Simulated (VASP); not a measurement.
## BAs: equation of state with r2SCAN

**Measured values to compare with.**

“Basic Physical Properties of Cubic Boron Arsenide”, 2019, arxiv:1911.11281 quotes, for a bulk crystal of BAs: bulk modulus 148 GPa.

BAs:

```
CELL_PARAMETERS angstrom
0.00000 2.38850 2.38850
2.38850 0.00000 2.38850
2.38850 2.38850 0.00000
ATOMIC_POSITIONS crystal
As 0.75000 0.75000 0.75000
B 0.00000 0.00000 0.00000
```

* Program: VASP 6.6.1
* Task: equation of state
* Functional: r2SCAN
* Potentials or basis: VASP PAW PBE potentials, release 64 (As, B)
* Cutoff: 520 eV
* k mesh: 10 × 10 × 10
* Occupations: fermi-dirac, width 0.05 eV
* Spin: no spin polarisation
* Further INCAR settings: ALGO = Normal; EDIFF = 1e-06

```
Equilibrium volume                      : 13.71 Å³/atom
Bulk modulus                            : 142 GPa
Pressure derivative of the bulk modulus : 4.1
```

Energy against volume, from the lowest point:
```csv
volume (Å³/atom),energy (meV/atom)
12.809,29.46
13.081,13.75
13.354,4.13
13.626,0.00
13.899,0.84
14.171,6.17
14.444,15.56
```

All runs of the series together: 8 min on 1 thread of Intel(R) Xeon(R) Platinum 8559C (Emerald Rapids), on a shared host.

Measured bulk modulus of BAs: 148 GPa (quoted in “Basic Physical Properties of Cubic Boron Arsenide”, 2019, arxiv:1911.11281). This calculation gives 142 GPa (-4.0 %). The fit is for a static lattice scaled at fixed shape and fixed fractional positions.

Caveat: the PAW data sets were made with another functional, which shifts forces and pressure a little.
